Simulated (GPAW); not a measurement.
# PbSe (Clausthalite) (Fm-3m) in GPAW: a series of runs

Aim: see how the results for PbSe (Clausthalite) move with the level of theory and the settings. Levels: revPBE, WC, TASK, HSE06, PBE. Tasks: band structure, equation of state.

All numbers are computed with GPAW 26.7.0; they aren't measurements. Logs are shortened: lines on timing, memory, paths and dates and some standing lists are left out, and cuts for length are marked. The log counts tension as positive stress, the text compression.

**The experiment to reproduce.**

A printed reference work, monograph reports, for a bulk crystal of PbSe at 4.2 K: band gap 0.15 eV (direct).

The results are compared with them further down.

## 1. The crystal as given

Symmetry: Fm-3m, No. 225, cubic system. The conventional cell has a = 6.121 Å, b = 6.121 Å, c = 6.121 Å, α = 90.00°, β = 90.00°, γ = 90.00°. Pb (site symmetry m-3m) is surrounded by 6 Se at 3.06 Å. Se (site symmetry m-3m) has 6 Pb at 3.06 Å as nearest neighbours.

## 2. Band structure, revPBE, spin-orbit coupling, no magnetisation

run.py reads:

```python
import numpy as np
from ase import Atoms
from ase.dft.bandgap import bandgap
from ase.io import write
from ase.units import GPa
from gpaw import GPAW, PW
from gpaw.spinorbit import soc_eigenstates

atoms = Atoms(['Pb', 'Se'],
              cell=[[0.0, 3.06065, 3.06065],
                    [3.06065, 0.0, 3.06065],
                    [3.06065, 3.06065, 0.0]],
              scaled_positions=[[0.0, 0.0, 0.0],
                                [0.5, 0.5, 0.5]],
              pbc=True)

calc = GPAW(mode=PW(600),
            xc='revPBE',
            kpts={'size': (6, 6, 6), 'gamma': True},
            occupations={'name': 'fermi-dirac', 'width': 0.05},
            nbands=19,
            convergence={'density': 1e-05, 'energy': 1e-05},
            maxiter=150,
            txt='gpaw.txt')
atoms.calc = calc
energy = atoms.get_potential_energy()
forces = atoms.get_forces()
stress = atoms.get_stress()
calc.write('gs.gpw')
write('result.traj', atoms)
print(f'Energy: {energy:.6f} eV')
print('Forces (eV/A):')
print(forces.round(4))
print('Stress (GPa):', (stress / GPa).round(3))
print('Fermi level:', round(calc.get_fermi_level(), 4), 'eV')
print(f'Gap: {bandgap(calc)[0]:.4f} eV, direct: {bandgap(calc, direct=True)[0]:.4f} eV')

path = atoms.cell.bandpath('GXWKGLUWLK,UX', npoints=80, eps=1e-4)
bs_calc = calc.fixed_density(kpts=path, symmetry='off', nbands=31,
                             convergence={'bands': 'CBM+6.0', 'eigenstates': 1e-6}, txt='bands.txt')
bs = bs_calc.band_structure()
bs.write('bs.json')
print(f'Gap on the path: {bandgap(bs_calc)[0]:.4f} eV')

soc = soc_eigenstates(bs_calc, theta=0, phi=0)
np.savetxt('soc_bands.dat', soc.eigenvalues(), fmt='%.4f')
mesh = soc_eigenstates('gs.gpw', theta=0, phi=0)
np.savetxt('soc_mesh.dat', mesh.eigenvalues(), fmt='%.4f')
print('Fermi level with spin-orbit coupling:', round(mesh.fermi_level, 4), 'eV')
```

Potentials or basis: the program's PAW data sets (release 1.2.1) made for this functional, pw.

Command:

```bash
$ OMP_NUM_THREADS=1 python run.py
```

gpaw.txt:

```text
__  _  _
 | _ |_)|_||  |
 |__||  | ||/\| - 26.7.0

Input parameters:
  mode=PW(ecut=600.0),
  convergence={'density': 1e-05, 'energy': 1e-05},
  kpts=MonkhorstPack(size=(6, 6, 6), gamma=True),
  maxiter=150,
  nbands=19,
  occupations=Occupations(name='fermi-dirac', width=0.05),
  xc=XC(name='revPBE')

Diagonalizing LCAO Hamiltonian
Converting LCAO to pw mode

                Se

       Pb

Atoms  # Å, Bohr magnetons
|   | symbol |        x |        y |        z |    initial magnetic moments |
|---|--------|----------|----------|----------|-----------------------------|
| 0 |     Pb | 0.000000 | 0.000000 | 0.000000 | ( 0.0000,  0.0000,  0.0000) |
| 1 |     Se | 3.060650 | 3.060650 | 3.060650 | ( 0.0000,  0.0000,  0.0000) |

Unit cell  # Å
| periodic |        x |        y |        z |  lengths |    angles |
|----------|----------|----------|----------|----------|-----------|
|      yes | 0.000000 | 3.060650 | 3.060650 | 4.328413 | 60.000000 |
|      yes | 3.060650 | 0.000000 | 3.060650 | 4.328413 | 60.000000 |
|      yes | 3.060650 | 3.060650 | 0.000000 | 4.328413 | 60.000000 |

Number of symmetries: 48
Symmetry operations  # r_c * U_cc + t_c -> r_c
|    | kind |            matrix            |
|----|------|------------------------------|
|  0 |  σ   |  1, 0, 0,  1, 0,-1,  1,-1, 0 |
|  1 |  C2  |  1, 0, 0,  1,-1, 0,  1, 0,-1 |
|  2 |  E   |  1, 0, 0,  0, 1, 0,  0, 0, 1 |
|  3 |  σ   |  1, 0, 0,  0, 0, 1,  0, 1, 0 |
|  4 |  C4  |  1, 0,-1,  1, 0, 0,  1,-1, 0 |
|  5 |  S6  |  1, 0,-1,  1,-1, 0,  1, 0, 0 |
|  6 |  σ   |  1, 0,-1,  0, 1,-1,  0, 0,-1 |
|  7 |  C3  |  1, 0,-1,  0, 0,-1,  0, 1,-1 |
|  8 |  S6  |  1,-1, 0,  1, 0, 0,  1, 0,-1 |
|  9 |  C4  |  1,-1, 0,  1, 0,-1,  1, 0, 0 |
| 10 |  C3  |  1,-1, 0,  0,-1, 1,  0,-1, 0 |
| 11 |  σ   |  1,-1, 0,  0,-1, 0,  0,-1, 1 |
| 12 |  σ   |  0, 1, 0,  1, 0, 0,  0, 0, 1 |
| 13 |  C4  |  0, 1, 0,  0, 1,-1, -1, 1, 0 |
| 14 |  C3  |  0, 1, 0,  0, 0, 1,  1, 0, 0 |
| 15 |  S6  |  0, 1, 0, -1, 1, 0,  0, 1,-1 |
| 16 |  C2  |  0, 1,-1,  1, 0,-1,  0, 0,-1 |
| 17 |  σ   |  0, 1,-1,  0, 1, 0, -1, 1, 0 |
| 18 |  S4  |  0, 1,-1,  0, 0,-1,  1, 0,-1 |
| 19 |  C4  |  0, 1,-1, -1, 1, 0,  0, 1, 0 |
| 20 |  C3  |  0, 0, 1,  1, 0, 0,  0, 1, 0 |
| 21 |  σ   |  0, 0, 1,  0, 1, 0,  1, 0, 0 |
| 22 |  S6  |  0, 0, 1,  0,-1, 1, -1, 0, 1 |
| 23 |  C4  |  0, 0, 1, -1, 0, 1,  0,-1, 1 |
| 24 |  S4  |  0, 0,-1,  1, 0,-1,  0, 1,-1 |
| 25 |  C3  |  0, 0,-1,  0, 1,-1,  1, 0,-1 |
| 26 |  C2  |  0, 0,-1,  0,-1, 0, -1, 0, 0 |
| 27 |  S6  |  0, 0,-1, -1, 0, 0,  0,-1, 0 |
| 28 |  S4  |  0,-1, 1,  1,-1, 0,  0,-1, 0 |
| 29 |  C4  |  0,-1, 1,  0, 0, 1, -1, 0, 1 |
| 30 |  C2  |  0,-1, 1,  0,-1, 0,  1,-1, 0 |
| 31 |  σ   |  0,-1, 1, -1, 0, 1,  0, 0, 1 |
| 32 |  C3  |  0,-1, 0,  1,-1, 0,  0,-1, 1 |
| 33 |  S6  |  0,-1, 0,  0, 0,-1, -1, 0, 0 |
| 34 |  S4  |  0,-1, 0,  0,-1, 1,  1,-1, 0 |
| 35 |  C2  |  0,-1, 0, -1, 0, 0,  0, 0,-1 |
| 36 |  C2  | -1, 1, 0,  0, 1, 0,  0, 1,-1 |
| 37 |  S6  | -1, 1, 0,  0, 1,-1,  0, 1, 0 |
| 38 |  S4  | -1, 1, 0, -1, 0, 1, -1, 0, 0 |
| 39 |  C3  | -1, 1, 0, -1, 0, 0, -1, 0, 1 |
| 40 |  S6  | -1, 0, 1,  0, 0, 1,  0,-1, 1 |
| 41 |  C2  | -1, 0, 1,  0,-1, 1,  0, 0, 1 |
| 42 |  C3  | -1, 0, 1, -1, 1, 0, -1, 0, 0 |
| 43 |  S4  | -1, 0, 1, -1, 0, 0, -1, 1, 0 |
| 44 |  C2  | -1, 0, 0,  0, 0,-1,  0,-1, 0 |
| 45 |  i   | -1, 0, 0,  0,-1, 0,  0, 0,-1 |
| 46 |  σ   | -1, 0, 0, -1, 1, 0, -1, 0, 1 |
| 47 |  C2  | -1, 0, 0, -1, 0, 1, -1, 1, 0 |

BZ-sampling:
  Number of BZ points: 216
  Number of IBZ points: 16

  Monkhorst-Pack size: [6, 6, 6]
  Monkhorst-Pack shift: [0.08333333333333333, 0.08333333333333333, 0.08333333333333333]

K-points  # in reciprocal-cell coordinates
|     |                                coordinates |     weight |
|-----|--------------------------------------------|------------|
|   0 | (  0.00000000,   0.00000000,   0.00000000) | 0.00462963 |
|   1 | (  0.16666667,   0.16666667,   0.00000000) | 0.02777778 |
|   2 | (  0.16666667,   0.16666667,   0.16666667) | 0.03703704 |
|   3 | (  0.33333333,   0.16666667,   0.16666667) | 0.05555556 |
|   4 | (  0.33333333,   0.33333333,  -0.33333333) | 0.05555556 |
|   5 | (  0.33333333,   0.33333333,   0.00000000) | 0.02777778 |
|   6 | (  0.33333333,   0.33333333,   0.16666667) | 0.11111111 |
|   7 | (  0.33333333,   0.33333333,   0.33333333) | 0.03703704 |
|   8 | (  0.50000000,   0.33333333,  -0.33333333) | 0.11111111 |
|   9 | (  0.50000000,   0.33333333,  -0.16666667) | 0.05555556 |
| ... |                                            |            |
|  15 | (  0.50000000,   0.50000000,   0.50000000) | 0.01851852 |

Plane wave coefficients: 1936
Cutoff: 600.0 eV

Spin-components: 1 (collinear spins)
Bands:           19
Projectors:      11
Spin-degeneracy: 2
Datatype:        complex128

Parallelization:
  kpt:    1
  domain: 1
  band:   1

Density:
  Valence electrons: 20.0
  Components: 1
  Grid points: [25 25 25]
  Charge: 0.0  # |e|

Potential:
  Grid points: [25 25 25]

species:
  Pb:
    name:    Lead
    Z:       82.0
    valence: 14
    core:    68
    charge:  0.0  # [|e|]
    compensation charges:
      type: gauss
      rc: 0.38  # [Å]
      lmax: 2
    cutoffs:
      filter: 2.36  # [Å]
      core: 2.43  # [Å]
    projectors
    | kind |    occ | energy [eV] | rcut [Å] |
    |------|--------|-------------|----------|
    |   6s |  2.000 |     -11.901 |    1.259 |
    |   6p |  2.000 |      -3.435 |    1.275 |
    |   5d | 10.000 |     -21.184 |    1.217 |
    |    s |        |      15.310 |    1.259 |
    |    p |        |      23.776 |    1.275 |
    |    d |        |       6.028 |    1.217 |

    Using partial waves for Pb as LCAO basis

  Se:
    name:    Selenium
    Z:       34.0
    valence: 6
    core:    28
    charge:  0.0  # [|e|]
    compensation charges:
      type: gauss
      rc: 0.27  # [Å]
      lmax: 2
    cutoffs:
      filter: 1.77  # [Å]
      core: 2.67  # [Å]
    projectors
    | kind |    occ | energy [eV] | rcut [Å] |
    |------|--------|-------------|----------|
    |   4s |  2.000 |     -17.218 |    0.847 |
    |   4p |  4.000 |      -6.473 |    1.005 |
    |    s |        |       9.994 |    0.847 |
    |    p |        |      20.738 |    1.005 |
    |    d |        |       0.000 |    0.847 |

    Using partial waves for Se as LCAO basis

Reference energy: -633393.709828  # eV

eigensolver:
  PPCG
  Converge bands: occupied
  niter=2

density mixing:
  MSR1-Mixer
  Pratt-step length: 0.05
  Maximum mixing coefficient: 0.75
  Old densities: 10
  SVD Regularization: 0.005
  Good broyden scale: 1.0
  Trust region scale: 1.0
  Backstep threshold: 4.0
  History deletion threshold: 6.0
  Fourier metric: weight=20.0, sigma=0.015

occupation numbers:
  Fermi-Dirac:
    width: 0.0500  # eV

poisson solver:
  ecut: 4800.0  # eV

xc functional:
  name: revPBE with 2 nearest neighbor stencil

convergence criteria:
[... 6 lines left out ...]
|iter     | |      energy | eigst |  dens |
|---------|-|-------------|-------|-------|
|iter:   1| |   -8.031421 | -0.22 |       |
|iter:   2| |   -7.971562 | -2.07 | -1.23 |
|iter:   3| |   -7.778906 | -1.87 | -1.28 |
|iter:   4| |   -7.782143 | -3.70 | -1.89 |
|iter:   5| |   -7.783401 | -4.18 | -2.28 |
|iter:   6| |   -7.783456 | -5.46 | -3.18 |
|iter:   7| |   -7.783463c| -6.59 | -3.70 |
|iter:   8| |   -7.783463c| -7.51c| -4.45 |
|iter:   9| |   -7.783463c| -7.62c| -5.13c|

Converged in 9 steps
Energy contributions relative to reference atoms: (reference = -633393.709828)

Energy contributions:
  Kinetic:          21.643098
  Coulomb:         -21.625615
  Zero:             -0.073876
  External:          0.000000
  Xc:               -7.726721
  Entropy:          -0.000699
  Spinorbit:         0.000000
  ----------------------------
  Free energy:      -7.783813
  Extrapolated:     -7.783463

dipole moment: (-25.852188, -25.852188, -25.852188)  # |e|*Ang

Fermi level: 6.383
Eigenvalues  # (at kpt = [0.000, 0.000, 0.000])
| band index |      eig [eV] | occ [0-2] |
|------------|---------------|-----------|
|          0 |       -10.681 |     2.000 |
|        ... |               |           |
|          2 |       -10.681 |     2.000 |
|          3 |       -10.680 |     2.000 |
|          4 |       -10.680 |     2.000 |
|          5 |        -7.373 |     2.000 |
|          6 |        -0.005 |     2.000 |
|          7 |         4.294 |     2.000 |
[... 9 lines left out ...]
|         17 |        14.704 |     0.000 |
|         18 |        15.197 |     0.000 |

Gap: 0.302 eV
Transition (v -> c):
  (s=0, k=15, n=9, [0.50, 0.50, 0.50]) -> (s=0, k=15, n=10, [0.50, 0.50, 0.50])
No difference between direct/indirect transitions

Forces  # eV/Ang
|       x |        y |        z |
|---------|----------|----------|
| 0.00000 | -0.00000 | -0.00000 |  # Pb   0
| 0.00000 |  0.00000 |  0.00000 |  # Se   1

Stress tensor  # eV/Ang^3
|         x |         y |         z |
|-----------|-----------|-----------|
| -0.021604 | -0.000000 | -0.000000 |
| -0.000000 | -0.021604 |  0.000000 |
| -0.000000 |  0.000000 | -0.021604 |

# Writing to gs.gpw (mode='')
```

Wall time 43 s (1 thread of Arm Neoverse V2, shared host); peak memory 0.31 GiB.

Results:

| Quantity | Value |
| --- | --- |
| Free energy | -7.7838 eV |
| Pressure | 3.5 GPa |
| Band gap on the k mesh | 0.36 eV, direct |
| Band gap along the path | 0.42 eV, indirect (least direct gap 0.43 eV) |

Levels at the corners of the path, in eV from the valence-band top:
```
point  band 16  band 17  band 18  band 19  band 20  band 21  band 22  band 23  band 24  band 25
    Γ    -2.07    -1.30    -1.30    -1.30    -1.30     3.15     3.15     6.08     6.08     6.08
    X    -4.69    -3.19    -3.19    -2.62    -2.62     4.13     4.13     4.72     4.72     6.73
    W    -4.10    -3.75    -3.75    -0.42    -0.42     2.01     2.01     5.27     5.27     5.49
    K    -4.28    -2.53    -2.53    -1.91    -1.91     3.26     3.26     4.58     4.58     5.88
    Γ    -2.07    -1.30    -1.30    -1.30    -1.30     3.15     3.15     6.08     6.08     6.08
    L    -1.24    -1.01    -1.01    -0.01    -0.01     0.42     0.42     1.81     1.81     2.81
    U    -4.28    -2.54    -2.53    -1.91    -1.91     3.26     3.26     4.58     4.58     5.88
    W    -4.10    -3.75    -3.75    -0.42    -0.42     2.01     2.01     5.27     5.27     5.49
    L    -1.24    -1.01    -1.01    -0.01    -0.01     0.42     0.42     1.81     1.81     2.81
    K    -4.28    -2.53    -2.53    -1.91    -1.91     3.26     3.26     4.58     4.58     5.88
    U    -4.28    -2.54    -2.53    -1.91    -1.91     3.26     3.26     4.58     4.58     5.88
    X    -4.69    -3.19    -3.19    -2.62    -2.62     4.13     4.13     4.72     4.72     6.73
```

Caveat: spin-orbit coupling was added after a scalar SCF, so levels and gaps hold it while energy, forces, pressure and moments don't; this program's spin-orbit splittings come out too wide for heavy elements.

(Part 1 of 3 ends here.)
